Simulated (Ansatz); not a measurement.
Steps from a short run of molecular dynamics on a 1×1×1 supercell (4 atoms) of CSi (ordering on diamond), relaxed with r2SCAN; forces from r2SCAN in Ansatz 0.2.0, 6×6×6 mesh, Fermi-Dirac smearing of 0.086 eV, Langevin thermostat and barostat (NPT), set at 1000 K. Classical nuclei, no spin polarisation; a few dozen steps show the first response, not equilibrium. The structure comes from a prototype and may be hypothetical.

Q: At 6 fs the positions in Å are
```
cell (Å): 1.268 0.732 7.182; -1.268 0.732 7.182; 0.000 -1.464 7.182
C    0.023  -0.008   3.825
Si  -0.042   0.052  15.687
C   -0.013  -0.049  17.752
Si   0.047  -0.032   5.834
```
What are the forces, and how far does the free energy (smearing included) lie above that of step 0, with the atoms on their sites?

A: 17.3 meV an atom; forces in eV/Å:
```
cell (Å), as above: 1.268 0.732 7.182; -1.268 0.732 7.182; 0.000 -1.464 7.182
C   -1.293  -1.333  -0.332
Si   0.066  -0.195   0.160
C    1.287   1.510  -0.110
Si  -0.060   0.017   0.283
```

Q: At 12 fs the positions in Å are
```
cell (Å): 1.270 0.733 7.194; -1.270 0.733 7.194; 0.000 -1.466 7.194
C    0.025  -0.060   3.846
Si  -0.077   0.104  15.708
C    0.025  -0.075  17.817
Si   0.091  -0.070   5.839
```
What are the forces, and how far does the free energy (smearing included) lie above that of step 0, with the atoms on their sites?

A: 18.3 meV an atom; forces in eV/Å:
```
cell (Å), as above: 1.270 0.733 7.194; -1.270 0.733 7.194; 0.000 -1.466 7.194
C    0.091  -0.437  -0.339
Si   0.159  -0.348   0.260
C   -0.155   0.802  -0.500
Si  -0.095  -0.016   0.579
```

Q: At 18 fs the positions in Å are
```
cell (Å): 1.271 0.734 7.202; -1.271 0.734 7.202; 0.000 -1.468 7.202
C    0.040  -0.130   3.874
Si  -0.091   0.157  15.731
C    0.061  -0.087  17.859
Si   0.119  -0.108   5.842
```
What are the forces, and how far does the free energy (smearing included) lie above that of step 0, with the atoms on their sites?

A: 43.3 meV an atom; forces in eV/Å:
```
cell (Å), as above: 1.271 0.734 7.202; -1.271 0.734 7.202; 0.000 -1.468 7.202
C    0.724   1.631  -0.584
Si   0.194  -0.493   0.311
C   -0.849  -1.075  -0.557
Si  -0.069  -0.063   0.830
```

Q: At 24 fs the positions in Å are
```
cell (Å): 1.273 0.735 7.213; -1.273 0.735 7.213; 0.000 -1.470 7.213
C    0.077  -0.148   3.887
Si  -0.097   0.211  15.771
C    0.073  -0.130  17.913
Si   0.142  -0.138   5.853
```
What are the forces, and how far does the free energy (smearing included) lie above that of step 0, with the atoms on their sites?

A: 52.0 meV an atom; forces in eV/Å:
```
cell (Å), as above: 1.273 0.735 7.213; -1.273 0.735 7.213; 0.000 -1.470 7.213
C   -0.038   0.813  -0.429
Si   0.177  -0.633   0.176
C   -0.120  -0.122  -0.762
Si  -0.019  -0.058   1.016
```

Q: At 54 fs the positions in Å are
```
cell (Å): 1.276 0.737 7.231; -1.276 0.737 7.231; 0.000 -1.474 7.231
C    0.073  -0.248   3.970
Si  -0.007   0.252  15.991
C    0.082  -0.245  18.033
Si   0.233  -0.314   6.066
```
What are the forces, and how far does the free energy (smearing included) lie above that of step 0, with the atoms on their sites?

A: 72.6 meV an atom; forces in eV/Å:
```
cell (Å), as above: 1.276 0.737 7.231; -1.276 0.737 7.231; 0.000 -1.474 7.231
C    0.591   0.297   0.304
Si  -0.001  -0.969  -0.453
C   -0.424   0.544   0.122
Si  -0.166   0.127   0.028
```

Q: At 57 fs the positions in Å are
```
cell (Å): 1.277 0.737 7.233; -1.277 0.737 7.233; 0.000 -1.474 7.233
C    0.082  -0.242   3.983
Si  -0.006   0.236  15.997
C    0.080  -0.236  18.055
Si   0.246  -0.336   6.087
```
What are the forces, and how far does the free energy (smearing included) lie above that of step 0, with the atoms on their sites?

A: 66.4 meV an atom; forces in eV/Å:
```
cell (Å), as above: 1.277 0.737 7.233; -1.277 0.737 7.233; 0.000 -1.474 7.233
C    0.227   0.327   0.300
Si  -0.018  -0.914  -0.389
C   -0.050   0.401   0.060
Si  -0.159   0.186   0.029
```
